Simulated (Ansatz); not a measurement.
## KBr under compression and expansion

```cif
data_structure
_symmetry_space_group_name_H-M 'Pm-3m'
_symmetry_Int_Tables_number 221
_cell_length_a 4.0435
_cell_length_b 4.0435
_cell_length_c 4.0435
_cell_angle_alpha 90.000
_cell_angle_beta 90.000
_cell_angle_gamma 90.000
_cell_volume 66.11
loop_
_atom_site_label
_atom_site_type_symbol
_atom_site_symmetry_multiplicity
_atom_site_Wyckoff_symbol
_atom_site_fract_x
_atom_site_fract_y
_atom_site_fract_z
_atom_site_occupancy
K1 K 1 a 0.00000 0.00000 0.00000 1
Br1 Br 1 b 0.50000 0.50000 0.50000 1
```

The runs use the primitive cell with vectors (4.043, 0.000, 0.000), (0.000, 4.043, 0.000), (0.000, 0.000, 4.043) Å, to which the k mesh refers.

The cell is the one relaxed in the Materials Project (mp-570891), not relaxed further here; entries there can be hypothetical.

All numbers are computed: DFT, LDA, all-electron LAPW, scalar-relativistic (Ansatz 0.2.0); DFT, LDA, PAW with Ansatz's default frozen-core files, scalar-relativistic (Ansatz 0.2.0).

For LAPW: a Γ-centred 6×6×6 k mesh, Fermi–Dirac smearing of 0.01 eV, basis error target 1 meV/atom, no spin polarisation. PAW takes a cutoff of 420 eV at this cell (files made with PBE, cores remade for this functional). The Ansatz runs share mesh, smearing and spin set-up. Plane-wave (PAW) pressures include the program's estimate of the Pulay term.

The cell above is scaled evenly, with fractional coordinates and shape held.

```
V/V(cell)  V (Å³/atom)  P, LAPW (GPa)  P, PAW (GPa)  gap on the k mesh, LAPW (eV)
   0.9405       31.089          -1.93         -1.92                          3.66
   0.9800       32.394          -2.44         -2.43                          3.53
   1.0000       33.055          -2.64         -2.64                          3.47
   1.0200       33.716          -2.82         -2.82                          3.42
   1.0600       35.039          -3.10         -3.10                          3.31
```
